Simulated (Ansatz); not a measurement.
# AlN: the cost of one run

Method: DFT PBEsol, scalar-relativistic, plane waves, PAW, in Ansatz 0.2.0.

The COD entry's cell or inner coordinates are ideal or old and differ from later refinements, so a difference from it is no clean test against experiment.

2 further runs of the same task are left out: 2 set aside as unsound or not needed.

## Step 1: The structure to begin with

The structure is hexagonal, space group P6_3mc (No. 186). The conventional cell has a = 3.114 Å, b = 3.114 Å, c = 4.983 Å, α = 90.00°, β = 90.00°, γ = 120.00°. Around Al (site symmetry 3m) lie 4 N at 1.89 to 1.90 Å. Around N (site symmetry 3m) lie 4 Al at 1.89 to 1.90 Å.

Structure file:

```cif
data_structure
_symmetry_space_group_name_H-M 'P 1'
_symmetry_Int_Tables_number 1
_cell_length_a 3.1138
_cell_length_b 3.1138
_cell_length_c 4.9834
_cell_angle_alpha 90.000
_cell_angle_beta 90.000
_cell_angle_gamma 120.000
_cell_volume 41.84
loop_
_atom_site_label
_atom_site_type_symbol
_atom_site_fract_x
_atom_site_fract_y
_atom_site_fract_z
_atom_site_occupancy
Al1 Al 0.33333 0.66667 0.99900 1
Al2 Al 0.66667 0.33333 0.49900 1
N1 N 0.33333 0.66667 0.38100 1
N2 N 0.66667 0.33333 0.88100 1
```

It is the result of an earlier relaxation at this level (volume 10.46 Å³/atom; gap on the mesh: 4.09 eV).

## Step 2: The cell at 0.98 of its volume

File input.yaml:

```yaml
crystal:
  lattice:
    - [3.0929139618, 0.0, 0.0]
    - [-1.5464569809, 2.6785420626, 0.0]
    - [0.0, 0.0, 4.9499399077]
  atoms:
    - { symbol: Al, position: [0.3333333333, 0.6666666667, -0.0009968572] }
    - { symbol: Al, position: [0.6666666667, 0.3333333333, 0.4990031428] }
    - { symbol: "N", position: [0.3333333333, 0.6666666667, 0.3809968572] }
    - { symbol: "N", position: [0.6666666667, 0.3333333333, 0.8809968572] }
basis:
  ecutwfc: 420
kpoints:
  mp_grid: { grid: [9, 9, 6] }
hamiltonian:
  xc: pbesol
scf:
  occupations: { method: fixed }
output:
  forces: true
  stress: true
  eigenvalues: true
relax:
  adjacent_minimum: "off"
  f_tol: 0.001
  max_steps: 60
  cell: { stress_tol: 0.01, fix: [volume] }
```

Run with:

```console
ansatz run input.yaml --threads 2 --pin off --max-ram 5120MiB --backend cpu --events-out ev --progress --plain --runs-dir out
```

**Question.** How long does this run take on 2 threads of Intel Xeon Platinum 8488C (Sapphire Rapids), shared host, and how much memory does it need?

About 7.2 s, with a peak of 0.4 GiB.
